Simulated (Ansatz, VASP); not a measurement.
# YB6 in two plane-wave programs

One calculation is typed for both programs; each brings its own data sets. How far apart do they land? The structure shown comes from an earlier Ansatz run, which isn't shown and may have moved the atoms alone.

Main program and level: Ansatz 0.2.0; plane waves, with VASP 6.6.1 beside it; elastic constants at PBEsol.

## 1. Set-up

The structure is cubic, space group Pm-3m (No. 221). Conventional cell: a = 4.075 Å, b = 4.075 Å, c = 4.075 Å, α = 90.00°, β = 90.00°, γ = 90.00°. Nearest to Y lie 24 B at 2.99 Å. B has 6 B at 1.62 to 2.45 Å and 4 Y at 2.99 Å nearest. Farther neighbours are not listed.

Structure file:

```
Y B
1.0
     4.07518    0.00000    0.00000
     0.00000    4.07518    0.00000
     0.00000    0.00000    4.07518
Y B
1 6
Cartesian
  0.0000 0.0000 0.0000
  2.0376 2.0376 0.8102
  2.0376 2.0376 3.2650
  0.8102 2.0376 2.0376
  3.2650 2.0376 2.0376
  2.0376 0.8102 2.0376
  2.0376 3.2650 2.0376
```

## 2. Ansatz: elastic constants, PBEsol

Ansatz runs on its default PAW (the set named soft_2) files.

Elastic constants are differences of stresses under small strains, so they test the stress and the mesh.

input.yaml

```yaml
crystal:
  lattice:
    - [4.0751821401, 0.0, 0.0]
    - [0.0, 4.0751821401, 0.0]
    - [0.0, 0.0, 4.0751821401]
  atoms:
    - { symbol: "Y", position: [0.0, 0.0, 0.0] }
    - { symbol: B, position: [0.5, 0.5, 0.1988060348] }
    - { symbol: B, position: [0.5, 0.5, 0.8011939652] }
    - { symbol: B, position: [0.1988060348, 0.5, 0.5] }
    - { symbol: B, position: [0.8011939652, 0.5, 0.5] }
    - { symbol: B, position: [0.5, 0.1988060348, 0.5] }
    - { symbol: B, position: [0.5, 0.8011939652, 0.5] }
kpoints:
  mp_grid: { grid: [8, 8, 8] }
hamiltonian:
  xc: pbesol
scf:
  occupations: { method: methfessel_paxton, width: 0.25 }
output:
  forces: true
  stress: true
  eigenvalues: true
elastic:
  mode: relaxed_ion
  stencil: two_point
  amplitude: 0.01
```

On the command line:

```sh
$ ansatz run input.yaml --threads 8 --pin off --max-ram 16384MiB --backend cpu --events-out ev --progress --plain --runs-dir out
```

Numbers of over 12 decimals in the logs are rounded to 6 here.

The program printed:

```text
Engine: ansatz 0.2.0, aarch64-unknown-linux-gnu
Pseudopotentials: kind: paw
Pseudopotential: Y, paw, valence charge 11, recommended cutoff 420 eV (normal), Y.paw.azcp
Pseudopotential: B, paw, valence charge 3, recommended cutoff 420 eV (normal), B.paw.azcp
Functional definition: PBEsol
  exchange = pbesol_x
  correlation = pbesol_c
Crystal: 7 atoms, lattice volume = 67.677 Å³
Basis set: ecut = 420 eV, 1357 PW (Γ), exchange–correlation on 60×60×60 points (8 copies of the dense FFT grid, shifted against one another)
Bands: 22, of which v1, the nominal top of the filled ones, is band 15 counted from 1 (14 counted from 0)
Symmetry: 48 space group operations
Space group: Pm-3m (ITA 221), of the structure as read, at distance tolerance 4.1e-5 Å
k-points: 35 of 512
Non-local potential: Y, projectors of the file, l = 0: 3, l = 1: 2, l = 2: 2, l = 3: 1
Non-local potential: B, projectors of the file, l = 0: 2, l = 1: 2, l = 2: 1
PAW form: soft (Blöchl's): semilocal exchange-correlation on the pseudo side does not see the compensation charge
PAW frozen core: Y, regenerated for the run's functional, and the local potential with it (the file was generated under x = pbe(κ = 0.804, μ = 0.219515), c = pbe(β = 0.066725))
PAW frozen core: B, regenerated for the run's functional, and the local potential with it (the file was generated under x = pbe(κ = 0.804, μ = 0.219515), c = pbe(β = 0.066725))
PAW one-centre angular grid: Y, 590 points (default); XC on 64 Gauss nodes
PAW one-centre angular grid: B, 110 points (default); XC on 64 Gauss nodes
Initial density: superposition of atomic densities (neutral atoms: chi_scale 0, normalization atom), corrected by the library's trained network
Initial wavefunctions: pseudopotential atomic-orbital guess
Functional: x = pbesol(κ = 0.804, μ = 0.123457), c = pbesol(β = 0.046)
SCF iter   1: F=—  HF=-4713.911244 eV  |F-HF|=—  |Δ(HF+E_count)|=         —  Δρ=5.22e-3  dr2=4.21e-2  ethr=1.77e-3  ⟨swp⟩=5.5  Hψ=3643  notcnv=0
preconditioner: auto → Kerker (q_TF=auto, 2.369 Å⁻¹)  [metal: Δε(μ)=0.109 eV  Ē_g=9.739 eV  σ=0.250 eV  W_gap=0.34  n_scr=18 (ndim 8)  ℏωp=20.7 eV  f_vac=0.000  D(μ)=0.62/eV (n_scr^D=0)]
SCF iter   2: F=—  HF=-4713.902990 eV  |F-HF|=—  |Δ(HF+E_count)|=   8.25e-3  S|Δr|=    0.00e0  Δρ=3.04e-3  dr2=1.46e-2  ethr=1.45e-4  ⟨swp⟩=1.0  Hψ=1050  notcnv=0
SCF iter   3: F=—  HF=-4713.899011 eV  |F-HF|=—  |Δ(HF+E_count)|=   3.98e-3  S|Δr|=    0.00e0  Δρ=5.07e-4  dr2=1.64e-4  ethr=5.03e-5  ⟨swp⟩=2.1  Hψ=936  notcnv=0
SCF iter   4: F=—  HF=-4713.899015 eV  |F-HF|=—  |Δ(HF+E_count)|=   3.59e-6  S|Δr|=    0.00e0  Δρ=9.74e-5  dr2=3.92e-6  ethr=5.65e-7  ⟨swp⟩=2.5  Hψ=1245  notcnv=0
SCF iter   5: F=—  HF=-4713.899044 eV  |F-HF|=—  |Δ(HF+E_count)|=   2.93e-5  S|Δr|=    0.00e0  Δρ=3.18e-5  dr2=5.09e-7  ethr=1.35e-8  ⟨swp⟩=2.1  Hψ=1007  notcnv=0
SCF iter   6: F=—  HF=-4713.899045 eV  |F-HF|=—  |Δ(HF+E_count)|=   1.07e-6  S|Δr|=    0.00e0  Δρ=4.96e-6  dr2=1.59e-8  ethr=1.76e-9  ⟨swp⟩=2.4  Hψ=1159  notcnv=0
SCF iter   7: F=—  HF=-4713.899045 eV  |F-HF|=—  |Δ(HF+E_count)|=   4.15e-9  S|Δr|=    0.00e0  Δρ=7.87e-7  dr2=4.93e-10  ethr=5.49e-11  ⟨swp⟩=2.3  Hψ=1150  notcnv=0
SCF iter   8: F=—  HF=-4713.899045 eV  |F-HF|=—  |Δ(HF+E_count)|=  4.37e-11  S|Δr|=    0.00e0  Δρ=1.49e-7  dr2=9.67e-12  ethr=1.70e-12  ⟨swp⟩=2.2  Hψ=1143  notcnv=0
SCF iter   9: F=—  HF=-4713.899045 eV  |F-HF|=—  |Δ(HF+E_count)|=    0.00e0  S|Δr|=    0.00e0  Δρ=1.62e-8  dr2=1.24e-13  ethr=3.33e-14 (applied; sched 1.00e-12)  ⟨swp⟩=2.6  Hψ=1045  notcnv=0  defer=34
SCF iter  10: F=-4713.899045 eV  HF=-4713.899045 eV  |F-HF|=0.00e0  |Δ(HF+E_count)|=    0.00e0  S|Δr|=    0.00e0  Δρ=2.73e-9  dr2=1.86e-15  ethr=1.00e-12  ⟨swp⟩=8.7  Hψ=3255  notcnv=0
SCF 1 converged in 10 iterations: F = -4713.899045 eV  dr2 = 1.86e-15
  greatest PAW one-centre occupation: 0.992 electrons in one spin orbital (limit 2), on the Y atom at site 0 (counted from 0), in its partial waves of l = 0
relax step   1: F+E_penalty+E_count = -4713.89904535 eV  Δ(F+E_penalty+E_count) = +0.000e0 eV  max|allowed force component| = 2.084e-3 eV/Å  Δτ_max = 0.0000 Å  (10 SCF iters, accepted)
[...]
relax step   2: F+E_penalty+E_count = -4713.89828739 eV  Δ(F+E_penalty+E_count) = -1.374e-3 eV  max|allowed force component| = 1.204e-3 eV/Å  Δτ_max = 0.0057 Å  (8 SCF iters, accepted)
[...]
relax step   3: F+E_penalty+E_count = -4713.89828743 eV  Δ(F+E_penalty+E_count) = -4.128e-8 eV  max|allowed force component| = 3.005e-4 eV/Å  Δτ_max = 0.0000 Å  (5 SCF iters, accepted)
[...]
relax step   4: F+E_penalty+E_count = -4713.89828743 eV  Δ(F+E_penalty+E_count) = -3.656e-9 eV  max|allowed force component| = 3.181e-7 eV/Å  Δτ_max = 0.0000 Å  (5 SCF iters, accepted)
iter 1 solved again at ethr=1.00e-12 eV; its pass at ethr=3.10e-3 eV (dr2=3.38e-12 eV) is discarded
SCF iter   1: F=—  HF=-4713.898258 eV  |F-HF|=—  |Δ(HF+E_count)|=         —  Δρ=1.19e-7  dr2=3.44e-12  ethr=1.00e-12  ⟨swp⟩=5.6  Hψ=12599  notcnv=0
SCF iter   2: F=—  HF=-4713.898287 eV  |F-HF|=—  |Δ(HF+E_count)|=   2.91e-5  S|Δr|=    0.00e0  Δρ=5.47e-8  dr2=7.41e-13  ethr=1.19e-14 (applied; sched 1.00e-12)  ⟨swp⟩=3.0  Hψ=5461  notcnv=0
SCF iter   3: F=—  HF=-4713.898287 eV  |F-HF|=—  |Δ(HF+E_count)|=  9.09e-13  S|Δr|=    0.00e0  Δρ=3.79e-8  dr2=3.57e-13  ethr=2.56e-15 (applied; sched 1.00e-12)  ⟨swp⟩=1.2  Hψ=2326  notcnv=0
SCF iter   4: F=—  HF=-4713.898287 eV  |F-HF|=—  |Δ(HF+E_count)|=    0.00e0  S|Δr|=    0.00e0  Δρ=2.22e-8  dr2=1.28e-13  ethr=1.23e-15 (applied; sched 1.00e-12)  ⟨swp⟩=1.1  Hψ=2317  notcnv=0
SCF iter   5: F=-4713.898287 eV  HF=-4713.898287 eV  |F-HF|=0.00e0  |Δ(HF+E_count)|=  9.09e-13  S|Δr|=    0.00e0  Δρ=1.93e-8  dr2=9.69e-14  ethr=1.00e-12  ⟨swp⟩=2.9  Hψ=4495  notcnv=0
SCF 23 converged in 5 iterations: F = -4713.898287 eV  dr2 = 9.69e-14
SCF converged after 4 iterations
Stability not checked: this state was not tested for a lower state beside it, because cold or Methfessel-Paxton smearing, or corrected tetrahedra, fill the levels in a way that the test cannot read (fill_not_monotonic; see scf.lower_state_search)
Free energy (F): -4713.899046 eV
Harris-Foulkes:  -4713.899046 eV  (|F-HF|=1.82e-12)
Internal energy: -4713.900554 eV  (E = F + TS)
E sigma→0 (E₀):  -4713.899423 eV
Entropy (-TS):   0.001508 eV (0.215 meV/atom)
Fermi energy:    11.598150 eV
--- Per-component energies (eV) ---
  E_band       = -39.190022
  E_kinetic    = 609.343146
  E_local      = -667.322802  (includes V_loc(G=0)·N_el)
  E_nonlocal   = 120.188935
  E_hartree    = 200.971882
  E_xc         = -368.092827
  E_vxc        = -432.476132  (∫ρ·V_xc dr)
  E_paw        = -3226.498414  (= ΣΔE_a)
  E_vpaw       = -70.866917  (= ΣTr[D̂ρ^β])
  E_aug_tail   = -0.000015  (compensation charges beyond the density's cutoff)
  E_ewald      = -1382.727498
  E_core_change = 0.237038  (= ΣΔE_core)
  E_smearing   = 0.001508  (= −TS)
  E_closure    = 0.000000  (closes the sum)
  Σ components = -4713.899046   (vs F -4713.899046, Δ=0.00e0)
--- Forces (eV/Å), atoms counted from 1 ---
  atom   1  Y     -0.00000000     0.00000000    -0.00000000
  atom   2  B     -0.00000000    -0.00000000    -0.00000000
  atom   3  B     -0.00000000    -0.00000000     0.00000000
  atom   4  B     -0.00000000     0.00000000     0.00000000
  atom   5  B      0.00000000    -0.00000000     0.00000000
  atom   6  B     -0.00000000    -0.00000000    -0.00000000
  atom   7  B      0.00000000     0.00000000     0.00000000
  max |Σ_I F_I| component: 2.12e-17 eV/Å
--- Stress (GPa, compression-positive) ---
        0.000600      -0.000000       0.000000
        0.000000       0.000600      -0.000000
        0.000000       0.000000       0.000600
  P = ⅓ Tr σ = 0.0006 GPa (0.006 kbar)
--- Band table (eV; the first three rows and the last of 35) ---
  k-point 0: bands = [... 11 lower, 9.6287, 9.6287, 9.6287, 12.6414, 12.6414, 12.7224, 12.7224, 12.7224, ... 3 higher]
  k-point 1: bands = [... 11 lower, 9.1943, 9.1943, 9.7050, 11.2876, 12.7872, 13.2658, 13.2658, 14.1737, ... 3 higher]
  k-point 2: bands = [... 11 lower, 8.4558, 8.4558, 9.9122, 10.1097, 13.1794, 13.3856, 13.3856, 13.9407, ... 3 higher]
  k-point 34: bands = [... 11 lower, 9.0741, 9.0741, 9.0741, 14.2754, 14.5059, 14.5059, 14.8243, 14.8243, ... 3 higher]
--- Elastic constants: 2 strain directions × 2 members + reference (group order 48) ---
  dense FFT box of the reference and of every strained cell: 30×30×30
  strains applied: 11, 23; error gains: componentwise 1.00 (the most a stress slope's error grows in a printed constant), spectral 1.73 (1 for all six strains in a standard setting)
  reference relaxed by the batch: 3 steps; max|allowed force component| 2.08e-3 eV/Å at the deck's positions, 2.20e-7 at the last accepted step, 3.61e-9 by the solve of record
  largest displacement 2.8e-5 Å; the constants are those of the deck's cell at these positions:
  atoms:
    - { symbol: Y, position: [0, 0, 0] }
    - { symbol: B, position: [0.500000, 0.500000, 0.198813] }
    - { symbol: B, position: [0.500000, 0.500000, 0.801187] }
    - { symbol: B, position: [0.198813, 0.500000, 0.500000] }
    - { symbol: B, position: [0.801187, 0.500000, 0.500000] }
    - { symbol: B, position: [0.500000, 0.198813, 0.500000] }
    - { symbol: B, position: [0.500000, 0.801187, 0.500000] }
  C = ∂σ_k/∂η_j (tension-positive GPa; Voigt order 11 22 33 23 13 12):
       473.832     29.082     29.082     -0.000     -0.000     -0.000
        29.082    473.832     29.082     -0.000     -0.000     -0.000
        29.082     29.082    473.832     -0.000     -0.000     -0.000
        -0.000     -0.000     -0.000     35.345      0.000      0.000
         0.000      0.000     -0.000      0.000     35.345      0.000
        -0.000     -0.000     -0.000      0.000      0.000     35.345
  reference stress σ⁰ (GPa):     -0.001     -0.001     -0.001      0.000     -0.000      0.000
  C* (energy form; C + prestress term) asymmetry max|C*_kj − C*_jk| = 3.553e-15 GPa — a small one proves nothing (zero by symmetry where the batch's group is 432, −43m or m−3m); a large one is finite-difference/SCF noise where every solve meets its electron count
  moduli (Voigt/Reuss/Hill, GPa): K = 177.33/177.33/177.33   G = 110.16/53.26/81.71   E = 212.49   ν = 0.300
  mechanically stable: yes (min eigenvalue of sym C = 35.35 GPa)
  strain η (Voigt 11):  stress-route row diagonal C_11 = 473.83 GPa, energy-path curvature d²(F+E_count+ΔE)/dδ²/Ω₀ = 473.85 GPa
         δ    σ_11 (GPa)             F (eV)   n_scf  n_hpsi   n_pw
    -1.000e-2      -4.8686       -4713.8888444       4   23376   1341   relax 3 steps, max|allowed force component| 9.64e-7 eV/Å
     1.000e-2       4.6080       -4713.8892466       4   20222   1360   relax 3 steps, max|allowed force component| 3.35e-5 eV/Å
  strain η (Voigt 23):  stress-route row diagonal C_44 = 35.35 GPa, energy-path curvature d²(F+E_count+ΔE)/dδ²/Ω₀ = 35.19 GPa
         δ    σ_23 (GPa)             F (eV)   n_scf  n_hpsi   n_pw
    -1.000e-2      -0.3535       -4713.8982874       4   29906   1357   relax 5 steps, max|allowed force component| 1.45e-6 eV/Å
     1.000e-2       0.3535       -4713.8982874       5   28698   1357   relax 4 steps, max|allowed force component| 3.18e-7 eV/Å
```

Reading the cycles: dr2 is the Hartree energy of the density residual (eV), the measure of convergence; HF is the Harris–Foulkes estimate of the energy, which meets the free energy F at convergence.

(Part 1 of 2 ends here.)

[Lines on the potential files, build, host, timing and source positions are cut from VASP's logs without a mark.]

[Logs are printed without paths, hosts, clocks, repeated set-up lines and the standing remarks that a program may print on its own settings, such as how far it seeks lower states.]

[Hosts, paths, dates, database ids (printed as entryN), source tags and the programs' standing remarks are cut or masked in the printed files.]
